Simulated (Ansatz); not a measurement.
# Ga3H: one candidate of a structure search, part 2 of 2

Aim: relax a trial structure of Ga3H and see where it ends.

Ansatz 0.2.0; DFT PBE, scalar-relativistic, plane waves, PAW. Earlier steps stand in the parts before.

## Step 4: Coarse relaxation, continued

The end of the coarse run is made exact in the group found at a tolerance of 0.06 Å and reduced to its primitive cell.

File input.yaml:

```yaml
crystal:
  lattice:
    - [0.0, 3.1180876098, 3.1180876098]
    - [3.1180876098, 0.0, 3.1180876098]
    - [3.1180876098, 3.1180876098, 0.0]
  atoms:
    - { symbol: Ga, position: [0.25, 0.25, 0.25] }
    - { symbol: Ga, position: [0.5, 0.5, 0.5] }
    - { symbol: Ga, position: [0.75, 0.75, 0.75] }
    - { symbol: H, position: [0.0, 0.0, 0.0] }
basis:
  ecutwfc: 420
kpoints:
  mp_grid: { grid: [6, 6, 6] }
hamiltonian:
  xc: pbe
scf:
  occupations: { method: gaussian, width: 0.1 }
  lower_state_search: "off"
output:
  forces: true
  stress: true
  eigenvalues: true
relax:
  adjacent_minimum: "off"
  f_tol: 0.04
  max_steps: 70
  cell: { stress_tol: 0.4 }
```

Command:

```bash
$ ansatz run input.yaml --threads 1 --pin off --max-ram 2048MiB --backend cpu --events-out ev --progress --plain --runs-dir out
```

The log of the run:

```text
Warning: RAYON_NUM_THREADS=1 ignored (pool sized by the plan → 1); use --threads N
Engine: ansatz 0.2.0, aarch64-unknown-linux-gnu
Pseudopotentials: kind: paw
Pseudopotential: Ga, paw, valence charge 13, recommended cutoff 420 eV (normal), Ga.paw.azcp
Pseudopotential: H, paw, valence charge 1, recommended cutoff 420 eV (normal), H.paw.azcp
Functional definition: PBE
  parameter kappa = 0.804
  parameter beta = 0.06672455060314922
  exchange = pbe_x(kappa = kappa, mu = beta*pi^2/3)
  correlation = pbe_c(beta = beta)
Crystal: 4 atoms, lattice volume = 60.631 Å³
Basis set: ecut = 420 eV, 1243 PW (Γ), exchange–correlation on 60×60×60 points (8 copies of the dense FFT grid, shifted against one another)
Bands: 24, of which v1, the nominal top of the filled ones, is band 20 counted from 1 (19 counted from 0)
Symmetry: 48 space group operations
Space group: Fm-3m (ITA 225), of the structure as read, at distance tolerance 3.9e-5 Å
k-points: 16 of 216
Non-local potential: Ga, projectors of the file, l = 0: 2, l = 1: 2, l = 2: 3, l = 3: 1
Non-local potential: H, projectors of the file, l = 0: 2, l = 1: 1
PAW form: soft (Blöchl's): semilocal exchange-correlation on the pseudo side does not see the compensation charge
PAW one-centre angular grid: Ga, 590 points (default); XC on 64 Gauss nodes
PAW one-centre angular grid: H, 110 points (default); XC on 64 Gauss nodes
Initial density: superposition of atomic densities (neutral atoms: chi_scale 0, normalization atom), corrected by the library's trained network
Initial wavefunctions: pseudopotential atomic-orbital guess
Functional: x = pbe(κ = 0.804, μ = 0.2195149727645171), c = pbe(β = 0.06672455060314922)
SCF iter   1: F=—  HF=-11363.409670 eV  |F-HF|=—  |Δ(HF+E_count)|=         —  Δρ=1.04e-3  dr2=8.51e-4  ethr=1.77e-3  ⟨swp⟩=5.4  Hψ=1530  notcnv=0
preconditioner: auto → none  [insulator: Δε(μ)=0.153 eV  Ē_g=15.270 eV  σ=0.100 eV  W_gap=0.61  n_scr=14 (ndim 8)  ℏωp=30.2 eV  f_vac=0.000  D(μ)=2.71/eV (n_scr^D=14)  ε∞_Penn≈4.9]
SCF iter   2: F=—  HF=-11363.408517 eV  |F-HF|=—  |Δ(HF+E_count)|=   1.15e-3  Δρ=9.33e-4  dr2=2.47e-4  ethr=2.13e-6  ⟨swp⟩=2.0  Hψ=815  notcnv=0
SCF iter   3: F=—  HF=-11363.408526 eV  |F-HF|=—  |Δ(HF+E_count)|=   8.74e-6  Δρ=2.94e-4  dr2=2.76e-5  ethr=6.17e-7  ⟨swp⟩=2.0  Hψ=704  notcnv=0
SCF iter   4: F=—  HF=-11363.408558 eV  |F-HF|=—  |Δ(HF+E_count)|=   3.27e-5  Δρ=1.38e-4  dr2=6.40e-6  ethr=6.90e-8  ⟨swp⟩=3.0  Hψ=711  notcnv=0
SCF iter   5: F=—  HF=-11363.408567 eV  |F-HF|=—  |Δ(HF+E_count)|=   8.67e-6  Δρ=3.80e-5  dr2=5.89e-7  ethr=1.60e-8  ⟨swp⟩=2.0  Hψ=704  notcnv=0
SCF iter   6: F=-11363.408567 eV  HF=-11363.408567 eV  |F-HF|=2.45e-8  |Δ(HF+E_count)|=   2.48e-7  Δρ=6.85e-6  dr2=1.79e-8  ethr=2.50e-10  ⟨swp⟩=5.4  Hψ=1727  notcnv=0
SCF 1 converged in 6 iterations: F = -11363.408567 eV  dr2 = 1.79e-8
relax step   1: F+E_penalty+E_count = -11363.40856735 eV  Δ(F+E_penalty+E_count) = +0.000e0 eV  max|allowed force component| = 5.204e-18 eV/Å  Δτ_max = 0.0000 Å  P = +1.256 GPa  Ω = 60.631 Å³  (6 SCF iters, dr2 threshold 1.00e-7 eV, accepted)
Crystal: 4 atoms, lattice volume = 61.913 Å³
Initial density: handed on by an earlier stage of this run
Initial wavefunctions: those handed on with the density
iter 1 solved again at ethr=1.05e-6 eV; its pass at ethr=3.10e-3 eV (dr2=4.19e-4 eV) is discarded
SCF iter   1: F=—  HF=-11363.413379 eV  |F-HF|=—  |Δ(HF+E_count)|=         —  Δρ=8.25e-4  dr2=4.18e-4  ethr=1.05e-6  ⟨swp⟩=1.9  Hψ=2055  notcnv=0
preconditioner: auto → none  [insulator: Δε(μ)=0.150 eV  Ē_g=15.220 eV  σ=0.100 eV  W_gap=0.62  n_scr=14 (ndim 8)  ℏωp=29.8 eV  f_vac=0.000  D(μ)=2.74/eV (n_scr^D=26)  ε∞_Penn≈4.8]
SCF iter   2: F=—  HF=-11363.413274 eV  |F-HF|=—  |Δ(HF+E_count)|=   1.05e-4  Δρ=3.62e-4  dr2=4.71e-5  ethr=1.04e-6  ⟨swp⟩=2.0  Hψ=665  notcnv=0
SCF iter   3: F=—  HF=-11363.413262 eV  |F-HF|=—  |Δ(HF+E_count)|=   1.22e-5  Δρ=1.41e-4  dr2=1.01e-5  ethr=1.18e-7  ⟨swp⟩=2.0  Hψ=636  notcnv=0
SCF iter   4: F=—  HF=-11363.413260 eV  |F-HF|=—  |Δ(HF+E_count)|=   1.99e-6  Δρ=3.90e-5  dr2=4.16e-7  ethr=2.53e-8  ⟨swp⟩=2.0  Hψ=698  notcnv=0
iter 5 did not close the SCF: its close was put off for the readings that it lacked (scf_convergence_deferred on its scf_iter line)
SCF iter   5: F=-11363.413260 eV  HF=-11363.413260 eV  |F-HF|=2.09e-8  |Δ(HF+E_count)|=   1.96e-7  Δρ=5.64e-6  dr2=8.17e-9  ethr=1.04e-9  ⟨swp⟩=2.8  Hψ=694  notcnv=0
SCF iter   6: F=-11363.413260 eV  HF=-11363.413260 eV  |F-HF|=9.08e-9  |Δ(HF+E_count)|=   2.63e-9  Δρ=3.02e-6  dr2=4.55e-9  ethr=2.04e-11  ⟨swp⟩=2.0  Hψ=1393  notcnv=0
SCF 2 converged in 6 iterations: F = -11363.413260 eV  dr2 = 4.55e-9
relax step   2: F+E_penalty+E_count = -11363.41326042 eV  Δ(F+E_penalty+E_count) = -4.693e-3 eV  max|allowed force component| = 1.402e-17 eV/Å  Δτ_max = 0.0000 Å  P = +0.087 GPa  Ω = 61.913 Å³  energy of the carried Pulay correction = -5.803e-4 eV  (6 SCF iters, dr2 threshold 4.00e-7 eV, accepted)
Initial wavefunctions: pseudopotential atomic-orbital guess (no wavefunctions were taken with the density)
iter 1 solved again at ethr=2.69e-7 eV; its pass at ethr=3.10e-3 eV (dr2=1.08e-4 eV) is discarded
SCF iter   1: F=—  HF=-11363.411881 eV  |F-HF|=—  |Δ(HF+E_count)|=         —  Δρ=7.56e-4  dr2=7.49e-6  ethr=2.69e-7  ⟨swp⟩=2.6  Hψ=2298  notcnv=0
preconditioner: auto → none  [insulator: Δε(μ)=0.150 eV  Ē_g=15.205 eV  σ=0.100 eV  W_gap=0.62  n_scr=14 (ndim 8)  ℏωp=29.8 eV  f_vac=0.000  D(μ)=2.72/eV (n_scr^D=14)  ε∞_Penn≈4.9]
SCF iter   2: F=—  HF=-11363.413383 eV  |F-HF|=—  |Δ(HF+E_count)|=   1.50e-3  Δρ=3.78e-4  dr2=1.97e-6  ethr=1.87e-8  ⟨swp⟩=2.3  Hψ=540  notcnv=0
SCF iter   3: F=—  HF=-11363.413871 eV  |F-HF|=—  |Δ(HF+E_count)|=   4.88e-4  Δρ=2.45e-5  dr2=1.06e-7  ethr=4.93e-9  ⟨swp⟩=2.8  Hψ=709  notcnv=0
iter 4 did not close the SCF: its close was put off for the readings that it lacked (scf_convergence_deferred on its scf_iter line)
SCF iter   4: F=-11363.413872 eV  HF=-11363.413872 eV  |F-HF|=9.13e-10  |Δ(HF+E_count)|=   9.71e-7  Δρ=1.43e-6  dr2=5.25e-10  ethr=2.65e-10  ⟨swp⟩=2.0  Hψ=698  notcnv=0
iter 5 did not close the SCF: its close was put off for the readings that it lacked (scf_convergence_deferred on its scf_iter line)
SCF iter   5: F=-11363.413872 eV  HF=-11363.413872 eV  |F-HF|=5.93e-10  |Δ(HF+E_count)|=   1.16e-9  Δρ=5.51e-7  dr2=5.05e-11  ethr=1.31e-12  ⟨swp⟩=2.0  Hψ=708  notcnv=0
SCF iter   6: F=-11363.413872 eV  HF=-11363.413872 eV  |F-HF|=1.64e-11  |Δ(HF+E_count)|=  5.93e-10  Δρ=1.69e-7  dr2=8.41e-12  ethr=1.00e-12  ⟨swp⟩=1.8  Hψ=1279  notcnv=0
SCF 3 converged in 6 iterations: F = -11363.413872 eV  dr2 = 8.41e-12
relax step   3: F+E_penalty+E_count = -11363.41387194 eV  Δ(F+E_penalty+E_count) = -6.115e-4 eV  max|allowed force component| = 1.648e-17 eV/Å  Δτ_max = 0.0000 Å  P = +0.086 GPa  Ω = 61.913 Å³  stress off target by 8.56e-2 GPa  SCF on the basis re-selected at this cell (its energy is not comparable with the rows above)  (6 SCF iters)
basis re-selected at this cell: Δ(F+E_penalty+E_count) = -6.115e-4 eV, ΔP = -0.001 GPa vs the last step (what re-selecting the basis moved, of the pressure what is left beyond the Pulay correction that the steps carried, after the strain that the cell walked since its last selection, with what the two solves' SCF thresholds leave and, on support functions, any second-order correction that the steps lacked; it is no measure of the basis error at this ecutwfc). This SCF's stress stands 8.56e-2 GPa from its target on what of the cell is left free (relax.cell.stress_tol is 4.00e-1 GPa) and its largest allowed force component is 1.65e-17 eV/Å (relax.f_tol is 4.00e-2 eV/Å): within both
SCF converged after 6 iterations
Free energy (F): -11363.413872 eV
Harris-Foulkes:  -11363.413872 eV  (|F-HF|=1.64e-11)
Internal energy: -11363.400257 eV  (E = F + TS)
E sigma→0 (E₀):  -11363.407065 eV
Entropy (-TS):   -0.013615 eV (-3.404 meV/atom)
Fermi energy:    8.639464 eV
--- Per-component energies (eV) ---
  E_band       = -143.173511
  E_kinetic    = 355.929244
  E_local      = -5674.761018  (includes V_loc(G=0)·N_el)
  E_nonlocal   = 1268.357156
  E_hartree    = 2655.412455
  E_xc         = -216.176339
  E_vxc        = -184.869663  (∫ρ·V_xc dr)
  E_paw        = -5957.715500  (= ΣΔE_a)
  E_vpaw       = -1218.653133  (= ΣTr[D̂ρ^β])
  E_aug_tail   = -0.001050  (compensation charges beyond the density's cutoff)
  E_ewald      = -3794.445206
  E_smearing   = -0.013615  (= −TS)
  E_closure    = -0.000000  (closes the sum)
  Σ components = -11363.413872   (vs F -11363.413872, Δ=0.00e0)
--- Forces (eV/Å), atoms counted from 1 ---
  atom   1  Ga     0.00000000    -0.00000000    -0.00000000
  atom   2  Ga     0.00000000    -0.00000000    -0.00000000
  atom   3  Ga    -0.00000000     0.00000000     0.00000000
  atom   4  H     -0.00000000     0.00000000    -0.00000000
  max |Σ_I F_I| component: 4.05e-18 eV/Å
--- Stress (GPa, compression-positive) ---
        0.085600      -0.000000      -0.000000
       -0.000000       0.085600      -0.000000
       -0.000000      -0.000000       0.085600
  P = ⅓ Tr σ = 0.0856 GPa (0.856 kbar)
--- Band table (eV; the first three rows and the last of 16) ---
  k-point 0: bands = ["-6.4304", "-6.4304", "-6.3696", "-6.3696", "-6.3696", "-6.2706", "-6.2706", "-6.2706", "-6.0895", "-6.0895", "-6.0677", "-6.0677", "-6.0321", "-6.0321", "-6.0321", "-2.3149", "7.7351", "7.8812", "9.4297", "9.4297", "9.4297", "9.9446", "9.9446", "9.9446"]
  k-point 1: bands = ["-6.4088", "-6.4088", "-6.3907", "-6.3870", "-6.3870", "-6.2523", "-6.2523", "-6.2260", "-6.0977", "-6.0977", "-6.0862", "-6.0862", "-6.0609", "-6.0233", "-6.0233", "-1.9968", "5.7016", "7.3855", "8.7077", "8.7077", "9.2266", "10.5087", "10.6381", "10.6381"]
  k-point 2: bands = ["-6.4138", "-6.4138", "-6.3963", "-6.3535", "-6.3535", "-6.2228", "-6.2228", "-6.1779", "-6.1461", "-6.1461", "-6.1159", "-6.0967", "-6.0967", "-6.0135", "-6.0135", "-1.0434", "2.9335", "7.1539", "8.1922", "8.1922", "8.3189", "10.3766", "10.3766", "12.0302"]
  k-point 15: bands = ["-6.4273", "-6.4267", "-6.4092", "-6.3540", "-6.2710", "-6.2637", "-6.2168", "-6.1807", "-6.1610", "-6.1503", "-6.1293", "-6.1079", "-6.0770", "-6.0177", "-5.9801", "1.8027", "1.8555", "3.1419", "4.1267", "8.4403", "8.5181", "12.1935", "12.7093", "16.0704"]
--- Relaxed structure (2 steps of the walk, 2 accepted, 1 SCFs on fresh bases) ---
  F+E_penalty+E_count = -11363.41387194 eV   max|allowed force component| = 1.648e-17 eV/Å   (the final SCF, on the basis selected at the relaxed cell)
  cell:  # Å, volume = 61.9127 Å³
    - [1.7196880611022617e-34, 3.13990624418233, 3.13990624418233]
    - [3.13990624418233, -6.369215041119448e-36, 3.13990624418233]
    - [3.13990624418233, 3.13990624418233, -2.8024546180925743e-34]
  atoms:
    - { symbol: Ga, position: [0.25, 0.25, 0.25] }
    - { symbol: Ga, position: [0.5, 0.5, 0.5] }
    - { symbol: Ga, position: [0.75, 0.75, 0.75] }
    - { symbol: H, position: [-4.0825729580194003e-35, 3.4733537478347765e-35, 5.132118924080038e-35] }
```

Run time: 4.9 s. Hardware: 1 thread of Arm Neoverse V2, shared host; peak memory 0.31 GiB.

Relaxation path:

| step | energy from step 1 (eV/cell) | largest force component (eV/Å) | pressure (GPa) | volume (Å³) |
| --- | --- | --- | --- | --- |
| 1 | 0.0000 | 0.0000 | 1.26 | 60.63 |
| 2 | -0.0047 | 0.0000 | 0.09 | 61.91 |
| 3 | -0.0053 | 0.0000 | 0.09 | 61.91 |

Step 1 is the start. Step 3 repeats the geometry before it on a plane-wave basis chosen anew for that cell, so its energy need not be comparable with the rows above.

Lengths and angles in the start's conventional setting:

|  | before | after | change |
| --- | --- | --- | --- |
| a (Å) | 6.236 | 6.280 | +0.7 % |
| b (Å) | 6.236 | 6.280 | +0.7 % |
| c (Å) | 6.236 | 6.280 | +0.7 % |
| volume (Å³/atom) | 15.16 | 15.48 | +2.1 % |
| shortest distance (Å) | 2.700 | 2.719 | +0.7 % |
| space group (0.01 Å) | Fm-3m | Fm-3m | same |

The run keeps the 48 symmetry operations of the start, so it could not have lowered the symmetry.

## Step 5: Final relaxation

The end of the coarse run is made exact in the group found at a tolerance of 0.06 Å and reduced to its primitive cell.

File input.yaml:

```yaml
crystal:
  lattice:
    - [0.0, 3.1399062442, 3.1399062442]
    - [3.1399062442, 0.0, 3.1399062442]
    - [3.1399062442, 3.1399062442, 0.0]
  atoms:
    - { symbol: Ga, position: [0.25, 0.25, 0.25] }
    - { symbol: Ga, position: [0.5, 0.5, 0.5] }
    - { symbol: Ga, position: [0.75, 0.75, 0.75] }
    - { symbol: H, position: [0.0, 0.0, 0.0] }
basis:
  ecutwfc: 420
kpoints:
  mp_grid: { grid: [12, 12, 12] }
hamiltonian:
  xc: pbe
scf:
  occupations: { method: gaussian, width: 0.1 }
output:
  forces: true
  stress: true
  eigenvalues: true
relax:
  adjacent_minimum: "off"
  f_tol: 0.01
  max_steps: 80
  cell: { stress_tol: 0.05 }
```

Command:

```bash
$ ansatz run input.yaml --threads 1 --pin off --max-ram 2048MiB --backend cpu --events-out ev --progress --plain --runs-dir out
```

The log of the run, cut to the lines that bear on the results:

```text
Warning: RAYON_NUM_THREADS=1 ignored (pool sized by the plan → 1); use --threads N
[...]
[... 4 set-up lines as earlier in the session ...]
[...]
Crystal: 4 atoms, lattice volume = 61.913 Å³
Basis set: ecut = 420 eV, 1243 PW (Γ), exchange–correlation on 60×60×60 points (8 copies of the dense FFT grid, shifted against one another)
Bands: 24, of which v1, the nominal top of the filled ones, is band 20 counted from 1 (19 counted from 0)
[... 1 set-up line as earlier in the session ...]
Space group: Fm-3m (ITA 225), of the structure as read, at distance tolerance 4.0e-5 Å
k-points: 72 of 1728
[...]
SCF iter   1: F=—  HF=-11363.482941 eV  |F-HF|=—  |Δ(HF+E_count)|=         —  Δρ=1.30e-3  dr2=7.27e-4  ethr=1.77e-3  ⟨swp⟩=5.3  Hψ=6863  notcnv=0
[...]
  atom   4  H     -0.00000000     0.00000000     0.00000000
[...]
--- Stress (GPa, compression-positive) ---
       -0.038678      -0.000000       0.000000
       -0.000000      -0.038678      -0.000000
       -0.000000      -0.000000      -0.038678
  P = ⅓ Tr σ = -0.0387 GPa (-0.387 kbar)
--- Band table (eV; the first three rows and the last of 72) ---
[... band rows left out ...]
[...]
--- Relaxed structure (2 steps of the walk, 2 accepted, 1 SCFs on fresh bases) ---
  F+E_penalty+E_count = -11363.48276644 eV   max|allowed force component| = 3.065e-17 eV/Å   (the final SCF, on the basis selected at the relaxed cell)
  cell:  # Å, volume = 61.4247 Å³
    - [6.369215041119489e-35, 3.1316335179041483, 3.1316335179041483]
    - [3.1316335179041483, -1.4330733842518844e-35, 3.1316335179041483]
    - [3.1316335179041483, 3.1316335179041483, -1.4330733842518844e-35]
  atoms:
    - { symbol: Ga, position: [0.25, 0.25, 0.25] }
    - { symbol: Ga, position: [0.5, 0.5, 0.5] }
    - { symbol: Ga, position: [0.75, 0.75, 0.75] }
    - { symbol: H, position: [-2.919106677704937e-35, 1.808967612859557e-35, 4.196964594073719e-35] }
```

Wall time 18 s (1 thread of Arm Neoverse V2, shared host); peak memory 0.38 GiB.

Relaxation path:

```csv
step,E - E(step 1) (eV/cell),largest force component (eV/Å),pressure (GPa),volume (Å³)
1,0.0000,0.0000,-0.44,61.91
2,-0.0009,0.0000,-0.04,61.42
3,-0.0007,0.0000,-0.04,61.42
```

Step 1 is the start. Step 3 repeats the geometry before it on a plane-wave basis chosen anew for that cell, so its energy need not be comparable with the rows above.

Lengths and angles in the start's conventional setting:

|  | before | after | change |
| --- | --- | --- | --- |
| a (Å) | 6.280 | 6.263 | -0.3 % |
| b (Å) | 6.280 | 6.263 | -0.3 % |
| c (Å) | 6.280 | 6.263 | -0.3 % |
| volume (Å³/atom) | 15.48 | 15.36 | -0.8 % |
| shortest distance (Å) | 2.719 | 2.712 | -0.3 % |
| space group (0.01 Å) | Fm-3m | Fm-3m | same |

Forces and stress were held to the start's 48 operations: a distortion of lower symmetry was not tested.

## Step 6: Variant: ecutwfc 25.7 Ry, dispersion d3bj

Edit input.yaml of step 5 so:

```diff
@@ -11,3 +11,3 @@
 basis:
-  ecutwfc: 420
+  ecutwfc: "25.7 Ry"
 kpoints:
@@ -16,2 +16,3 @@
   xc: pbe
+  dispersion: d3bj
 scf:
@@ -20,4 +21,4 @@
   forces: true
+  eigenvalues: true
   stress: true
-  eigenvalues: true
 relax:
```

Command:

```bash
$ ansatz run input.yaml --threads 1 --pin off --max-ram 2048MiB --backend cpu --events-out ev --progress --plain --runs-dir out
```

The log of the run, cut to the lines that bear on the results:

```text
Warning: basis.ecutwfc = 349.6663132609458 eV is below the records' recommended 420 eV, and the density's cutoff is lower with it unless basis.ecutrho_ratio is high enough to keep the records' density cutoff: compare with a run at a higher cutoff
Warning: RAYON_NUM_THREADS=1 ignored (pool sized by the plan → 1); use --threads N
[...]
[... 4 set-up lines as earlier in the session ...]
[...]
Crystal: 4 atoms, lattice volume = 61.913 Å³
Basis set: ecut = 349.6663132609458 eV, 941 PW (Γ), exchange–correlation on 60×60×60 points (8 copies of the dense FFT grid, shifted against one another)
Bands: 24, of which v1, the nominal top of the filled ones, is band 20 counted from 1 (19 counted from 0)
[... 2 set-up lines as earlier in the session ...]
k-points: 72 of 1728
[...]
  atom   3  Ga    -0.00000000    -0.00000000    -0.00000000
  atom   4  H      0.00000000    -0.00000000    -0.00000000
[...]
--- Stress (GPa, compression-positive) ---
       -0.032695      -0.000000      -0.000000
       -0.000000      -0.032695      -0.000000
       -0.000000      -0.000000      -0.032695
  P = ⅓ Tr σ = -0.0327 GPa (-0.327 kbar)
--- Band table (eV; the first three rows and the last of 72) ---
[... band rows left out ...]
[...]
--- Relaxed structure (4 steps of the walk, 4 accepted, 2 SCFs on fresh bases) ---
  F+E_penalty+E_count = -11364.54131074 eV   max|allowed force component| = 4.395e-17 eV/Å   (the final SCF, on the basis selected at the relaxed cell)
  cell:  # Å, volume = 58.3250 Å³
    - [-7.515673748520995e-34, 3.078044830376979, 3.078044830376979]
    - [3.078044830376979, -9.07613143359527e-34, 3.078044830376979]
    - [3.078044830376979, 3.078044830376979, -1.6591805182116264e-33]
  atoms:
    - { symbol: Ga, position: [0.25, 0.25, 0.25] }
    - { symbol: Ga, position: [0.5, 0.5, 0.5] }
    - { symbol: Ga, position: [0.7500000000000001, 0.7500000000000001, 0.7500000000000001] }
    - { symbol: H, position: [-6.289456932127603e-37, 1.0692076784616917e-35, -3.1946447909219676e-37] }
```

Wall time 25 s (1 thread of Arm Neoverse V2, shared host); peak memory 0.35 GiB.

| run | ending | energy change | pressure (GPa) | gap (eV) | force (eV/Å) | cycles | time |
| --- | --- | --- | --- | --- | --- | --- | --- |
| step 5 | converged | 0 | 0.0 | 0.00 | 0.00 | - | 18 s |
| variant | converged | -264.6 meV/atom (offset of the dispersion model) | 0.0 | 0.00 | 0.00 | - | 25 s |

Changing the cutoff and dispersion term moves the energy by -264.6 meV/atom, and the final volume goes from 61.42 to 58.33 Å³. The log warns that the cutoff is under what these potentials recommend, so the shift holds truncation error.

## Step 7: Results

What follows sums up all 2 parts. Changes of volume or cell count from the first structure of part 1.

| quantity | value |
| --- | --- |
| symmetry at the end (tolerance 0.05 Å) | space group Fm-3m (No. 225) |
| conventional cell | a = 6.263 Å, b = 6.263 Å, c = 6.263 Å, α = 90.00°, β = 90.00°, γ = 90.00° |
| volume | 15.36 Å³/atom |
| energy over the elements (uncorrected; H, N, O, F and Cl as molecules) | +0.36 eV/atom |
| gap on the mesh | none (metal) |

In words: The space group Fm-3m (No. 225) is kept, and the volume per atom shrinks by 25.5 % from the first guess. With a positive formation energy it can't be a ground state. No finished test with a distortion of lower symmetry is shown, so the end may be a saddle point.
